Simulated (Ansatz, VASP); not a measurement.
## AlN in VASP and in Ansatz

File INCAR:

```
  ALGO = Normal
  EDIFF = 1E-8
  ENCUT = 520
  GGA = PS
  ISIF = 2
  ISMEAR = -1
  LASPH = T
  LCHARG = F
  LEFG = T
  LREAL = F
  LWAVE = F
  NBANDS = 16
  NELM = 60
  PREC = Accurate
  SIGMA = 0.03
```

The input KPOINTS:

```
k-points
0
Gamma
  10 10 6
```

Contents of POSCAR:

```
AlN
1.0
    3.1732221946      0.0000000000      0.0000000000
   -1.5866110973      2.7480910324      0.0000000000
    0.0000000000      0.0000000000      4.9780000000
Al N
2 2
Direct
    0.3333333333      0.6666666667      0.0000000000
    0.6666666667      0.3333333333      0.5000000000
    0.3333333333      0.6666666667      0.3850000000
    0.6666666667      0.3333333333      0.8850000000
```

Input for Ansatz:

```yaml
crystal:
  lattice:
    - [3.1732221946, 0.0, 0.0]
    - [-1.5866110973, 2.7480910324, 0.0]
    - [0.0, 0.0, 4.978]
  atoms:
    - { symbol: Al, position: [0.3333333333, 0.6666666667, 0.0] }
    - { symbol: Al, position: [0.6666666667, 0.3333333333, 0.5] }
    - { symbol: "N", position: [0.3333333333, 0.6666666667, 0.385] }
    - { symbol: "N", position: [0.6666666667, 0.3333333333, 0.885] }
kpoints:
  mp_grid: { grid: [10, 10, 6] }
scf:
  occupations: { method: fermi_dirac, width: 0.03 }
hamiltonian:
  xc: pbesol
  pseudopotentials: { kind: all_electron, datasets: crystal }
output:
  forces: true
  stress: true
  eigenvalues: true
  efg: { contact_densities: true }
```

Change from the starting cell: equal xx and yy strain of +2 %, crystal datasets.

Alike in both runs: task electric field gradients; functional PBEsol; k mesh 10 × 10 × 6; occupations fermi-dirac, width 0.03 eV; no spin polarisation.

|  | VASP | Ansatz |
| --- | --- | --- |
| version | VASP 6.6.1 | Ansatz 0.2.0 |
| potentials or method | VASP PAW PBE potentials, release 64 (Al, N) | all-electron PAW with datasets made for the crystal, scalar-relativistic |
| plane-wave cutoff (eV) | 520 | see its input |

VASP gave:

```
gap on the k mesh at the Fermi level (eV)                      : 3.70
pressure (GPa)                                                 : -7.2
largest component of the traceless stress (GPa)                : 3.90
rms of the force components (eV/Å)                             : 0.013
Vzz of the field gradient on the site that differs most (V/Å²) : 3.6
```

Q: Estimate Ansatz's values.

A: gap on the k mesh at the Fermi level (eV): 3.70; pressure (GPa): -7.2; largest component of the traceless stress (GPa): 3.86; rms of the force components (eV/Å): 0.011; Vzz of the field gradient on the site that differs most (V/Å²): 3.8.

Atom by atom the forces differ by 0.002 eV/Å (rms over components). Ansatz ran all-electron here, so the differences hold the error of VASP's frozen core and of both bases.

Caveats: the PAW data sets were made with another functional, which shifts forces and pressure a little (VASP).
